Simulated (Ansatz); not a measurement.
# Ge: frozen-core PAW against all-electron methods

```xyz
4
Lattice="3.9976 -0.0600 -0.0600 -2.0507 3.4920 -0.0219 -0.0990 -0.0990 6.5994" Properties=species:S:1:pos:R:3 pbc="T T T"
Ge    1.9753    1.1178    0.3678
Ge   -0.0903    2.2523    3.6802
Ge    1.9382    1.0808    2.8373
Ge   -0.1274    2.2152    6.1496
```

Atom numbers follow the list: Ge1, Ge2, Ge3, Ge4.

The conventional cell has a = 3.947 Å, b = 3.998 Å, c = 6.601 Å, α = 88.29°, β = 87.64°, γ = 61.28°. Ge (atom 1) has 4 Ge at 2.43 to 2.47 Å as nearest neighbours. Ge (atom 2) is surrounded by 4 Ge at 2.39 to 2.49 Å.

Structure from Materials Project entry mp-1007760 (possibly hypothetical), not relaxed further. The listed cell was then made from it by scaling, straining or moving an atom.

Levels of theory: DFT, PBE, PAW with Ansatz's default frozen-core files, scalar-relativistic (Ansatz 0.2.0); DFT, PBE, all-electron LAPW, scalar-relativistic (Ansatz 0.2.0).

For PAW: a Γ-centred 11×11×6 k mesh, Fermi–Dirac smearing of 0.05 eV, cutoff 420 eV, no spin polarisation. LAPW targets a basis error of 1 meV/atom. The Ansatz runs share mesh, smearing and spin set-up. Plane-wave (PAW) pressures include the program's estimate of the Pulay term.

Stress and pressure are positive in compression.

The change that made this cell: equal xy, yz and zx engineering shear strains of -3 %.

| quantity | PAW | LAPW |
| --- | --- | --- |
| pressure (GPa) | 3.07 | 3.07 |
| stress xx (GPa) | 3.17 | 3.16 |
| stress yy (GPa) | 3.13 | 3.12 |
| stress zz (GPa) | 2.91 | 2.91 |
| stress yz (GPa) | 1.47 | 1.47 |
| stress xz (GPa) | 1.47 | 1.47 |
| stress xy (GPa) | 2.11 | 2.11 |
| force on Ge1, y (eV/Å) | 0.181 | 0.181 |
| force on Ge2, x (eV/Å) | 0.448 | 0.447 |

PAW's pressure differs from the LAPW value by about 0.01 GPa or less.
